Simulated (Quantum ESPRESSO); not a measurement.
Crystal: W.

```
CELL_PARAMETERS angstrom
-1.58234 1.58234 1.58234
1.58234 -1.58234 1.58234
1.58234 1.58234 -1.58234
ATOMIC_POSITIONS crystal
W 0.00000 0.00000 0.00000
```

* Program: Quantum ESPRESSO 7.5
* Task: phonons
* Functional: LDA
* Potentials or basis: PseudoDojo 0.4.1 SR LDA standard
* Cutoff: 952 eV
* Density cutoff: 3810 eV
* k mesh: 10 × 10 × 10
* Occupations: methfessel-paxton, width 0.272 eV
* Spin: no spin polarisation
* Hubbard terms: W d U = 4.5 eV
* Start of the occupations: default
* Hubbard projectors: atomic
* Form of the LDA correlation: PW92
* Mixing beta: 0.3
* Most SCF iterations: 120
* SCF threshold: 2e-10 Ry
* Mixing ndim: 16

At P the frequencies are 216 216 216 cm⁻¹, at a pressure of -20.1 GPa.

Q: How do the modes respond when the cell is scaled evenly, at fixed shape?

A: The highest mode has a Grüneisen parameter of 1.25 and moves by +1.1 cm⁻¹ per GPa. None of the listed modes softens on compression. The pressures give a bulk modulus of about 253 GPa.

Frequencies at 99 % and 101 % of the volume (pressures -17.5 and -22.6 GPa), ions relaxed:
| mode | 99 % (cm⁻¹) | 101 % (cm⁻¹) | Grüneisen parameter |
| --- | --- | --- | --- |
| 1 | 218.5 | 213.1 | 1.25 |
| 2 | 218.5 | 213.1 | 1.25 |
| 3 | 218.5 | 213.1 | 1.25 |

Modes are matched by their order; those that don't vary smoothly over the three volumes are left out.

Caveat: the mesh is thin for the phonons of a metal; the cell is more than 3 GPa from zero pressure, which shifts response properties; the q point doesn't lie on the k mesh, which can shift a metal's frequencies strongly unless the mesh is converged; U without spin polarisation on a metal has little footing; the U is typed as a test and isn't derived for this compound.
